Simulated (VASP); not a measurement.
# MgI₂: optical spectrum of independent particles, by functional and spin-orbit coupling

MgI₂, P-3m1 (no. 164), 3 atoms in the cell.

| Functional | Spin-orbit coupling | ε at zero frequency, electronic | Mean energy of the absorption, weighted by Im ε (eV) | Refractive index at 633 nm | Refractive index at 1064 nm | Direct gap on the mesh (eV) | Time (s) |
|---|---|---|---|---|---|---|---|
| PBE | no | 4.95 | 7.01 | 2.33 | 2.26 | 3.63 | 3.8 |
| LDA | no | 5.16 | 6.85 | 2.38 | 2.31 | 3.38 | 3.1 |
| PBEsol | no | 5.06 | 6.92 | 2.36 | 2.28 | 3.51 | 3.6 |
| r2SCAN | no | 4.38 | 7.63 | 2.16 | 2.12 | 4.44 | 21 |
| TB-mBJ | no | 4.09 | 7.82 | 2.08 | 2.04 | 4.87 | 25 |
| SCAN | no | 4.38 | 7.62 | 2.16 | 2.12 | 4.39 | 21 |
| PBE | yes | 5.00 | 6.97 | 2.34 | 2.27 | 3.28 | 12 |

Limits: The 6×6×4 mesh is coarse for a spectrum: peaks stand apart that a denser mesh merges; rows 1, 2, 3, 4, 5, 6: spin-orbit coupling is left out, which can matter with atoms this heavy; the pull between electron and hole is left out; rows 1, 2, 3, 4, 6, 7: the onset follows the functional's gap, which semilocal functionals usually make too small.

## Input of the first row

INCAR:
```
PREC     = Accurate       # precision mode
ENCUT    = 230            # plane-wave cutoff, eV
ISMEAR   = 0              # smearing method
SIGMA    = 0.02           # smearing width, eV
EDIFF    = 1E-7           # SCF threshold, eV
LASPH    = True           # aspherical terms in the spheres
KPAR     = 4            
LWAVE    = True           # write WAVECAR
LCHARG   = False          # write CHGCAR
LOPTICS  = True           # frequency-dependent dielectric function
ALGO     = Normal         # electronic algorithm
NBANDS   = 28             # bands
NEDOS    = 2000           # points of the DOS
CSHIFT   = 0.1          
GGA      = PE             # functional
```

KPOINTS:
```
k-points
0
Gamma
  6 6 4
```

POSCAR:
```
MgI2
1.0
    4.1400000000      0.0000000000      0.0000000000
   -2.0700000000      3.5853451717      0.0000000000
    0.0000000000      0.0000000000      6.8800000000
I Mg
2 1
Direct
    0.6666666667      0.3333333333      0.7500000000
    0.3333333333      0.6666666667      0.2500000000
    0.0000000000      0.0000000000      0.0000000000
```

Commands:
```
cat potpaw_PBE.64/I/POTCAR potpaw_PBE.64/Mg/POTCAR > POTCAR
mpirun -np 4 vasp_std > vasp.out
```

Changes of the last row against the first:
```
- NBANDS = 28
+ NBANDS = 56
+ LSORBIT = True
+ MAGMOM = 9*0
+ GGA_COMPAT = False
- vasp_std
+ vasp_ncl
```

VASP 6.6.1 took 3.8 s on 4 cores (Intel Xeon 6975P-C (Granite Rapids)), a shared host.
